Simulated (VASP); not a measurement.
A run of VASP 6.6.1 is set up as follows.

INCAR

```
SYSTEM = Sn
ALGO     = Normal         ! electronic algorithm
EDIFF    = 1E-7           ! SCF threshold, eV
ENCUT    = 520            ! plane-wave cutoff, eV
GGA      = PS             ! functional
ISIF     = 2              ! what is computed and relaxed
ISMEAR   = -1             ! smearing method
LASPH    = .True.         ! aspherical terms in the spheres
LCHARG   = .False.        ! write CHGCAR
LEFG     = .True.       
LREAL    = .False.        ! projectors in reciprocal space
LWAVE    = .False.        ! write WAVECAR
NELM     = 100            ! most SCF steps
PREC     = Accurate       ! precision mode
SIGMA    = 0.05           ! smearing width, eV
```

KPOINTS

```
k-points
0
Gamma
  4 4 4
  0 0 0
```

File POSCAR:

```
Sn
1.0
   -2.9196440750      2.9196440750      1.5938000000
    2.9196440750     -2.9196440750      1.5938000000
    2.9196440750      2.9196440750     -1.5938000000
Sn
2
Direct
    0.0000000000      0.0000000000      0.0000000000
    0.7500000000      0.2500000000      0.5000000000
```

Potentials or basis: VASP PAW PBE potentials, release 64 (Sn_d).

Launch:

```sh
$ cat potpaw_PBE.64/Sn_d/POTCAR > POTCAR
$ mpirun -np 1 vasp_std > vasp.out
```

Problem. Estimate the band gap on the k mesh.

Solution. None (metal or under the smearing width).

Problem. Estimate the pressure.

Solution. -0.8 GPa.

Stress tensor (GPa, compression positive):
```
-2.08  0.00  0.00
 0.00 -2.08  0.00
 0.00  0.00  1.70
```

Caveat: the k mesh is coarse (spacing up to 0.56 Å⁻¹), so the values aren't converged; the PAW data sets were made with another functional, which shifts forces and pressure a little.
